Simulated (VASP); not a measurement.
# CaO in VASP: how settings move the PBE single point

Aim: see what changed inputs do to the PBE single point of CaO built on the zincblende prototype, under +4.5 % equal strain in all directions. This is a trial cell built on a prototype, not taken from a measured structure, and it needn't be the compound's ground state.

Program: VASP 6.6.1. PAW datasets, plane waves. Spin-unpolarised throughout. Whether this structure exists isn't addressed.

## Step 1: The system as given

The cell comes from an earlier relaxation with r2SCAN in another program.

The symmetry is F-43m (No. 216, cubic); a = 5.447 Å in the conventional setting, 20.20 Å³ an atom. Around Ca lie 4 O at 2.36 Å; around O lie 4 Ca at 2.36 Å.

As a file:

```xyz
2
Lattice="0.0000 2.7233 2.7233 2.7233 0.0000 2.7233 2.7233 2.7233 0.0000" Properties=species:S:1:pos:R:3 pbc="T T T"
Ca    0.0000    0.0000    0.0000
O     1.3616    1.3616    1.3616
```

## Step 2: Reference

INCAR

```
ENCUT = 520.000000
SIGMA = 0.020000
EDIFF = 1.00e-07
GGA = PE
PREC = Accurate
IBRION = -1
ISIF = 2
ISMEAR = -1
NBANDS = 15
NELM = 120
NSW = 0
LASPH = .TRUE.
LCHARG = .FALSE.
LWAVE = .FALSE.
LREAL = .FALSE.
```

KPOINTS

```
KPOINTS created by Atomic Simulation Environment
0
Gamma
8 8 8
0 0 0
```

POSCAR

```
Ca O
 1.0000000000000000
     0.0000000000000000    2.7232526504000001    2.7232526504000001
     2.7232526504000001    0.0000000000000000    2.7232526504000001
     2.7232526504000001    2.7232526504000001    0.0000000000000000
 Ca  O
   1   1
Cartesian
  0.0000000000000000  0.0000000000000000  0.0000000000000000
  1.3616263252000000  1.3616263252000000  1.3616263252000000
```

A file KPOINTS_OPT adds named points for the levels; it doesn't enter the self-consistent loop.

Potentials: the recommended PBE PAW datasets, 16 valence electrons.

The run is started by

```
$ mpirun -np 1 vasp_std
```

## Step 3: Try 1

INCAR, as its differences from that of step 2:

```diff
@@ -8,3 +8,2 @@
 ISMEAR = -1
-NBANDS = 15
 NELM = 120
@@ -15 +14,2 @@
 LREAL = .FALSE.
+NBANDS = 12
```

KPOINTS is that of step 2.

POSCAR is that of step 2.

## Step 4: Try 2

INCAR, as its differences from that of step 2:

```diff
@@ -15 +15,2 @@
 LREAL = .FALSE.
+ADDGRID = .TRUE.
```

KPOINTS is that of step 2.

POSCAR is that of step 2.

What does the calculation give? Wanted: for each run, changed; ending; energy change; pressure; electronic steps; usable.

**Answer**, as computed:

| run | changed | ending | energy change (meV/atom) | pressure (GPa) | gap on the mesh (eV; negative: overlap) | electronic steps | time | usable |
| --- | --- | --- | --- | --- | --- | --- | --- | --- |
| ref. | – | converged | 0 | -6.6 | 2.88 | 15 | 30 s | yes |
| 1 | NBANDS = 12 | converged | 0.0 | -6.6 | 2.88 | 15 | 19 s | yes |
| 2 | ADDGRID = .TRUE. | converged | 0.0 | -6.6 | 2.88 | 15 | 35 s | yes |

What this shows: Of 2 altered inputs, 2 gave usable results.
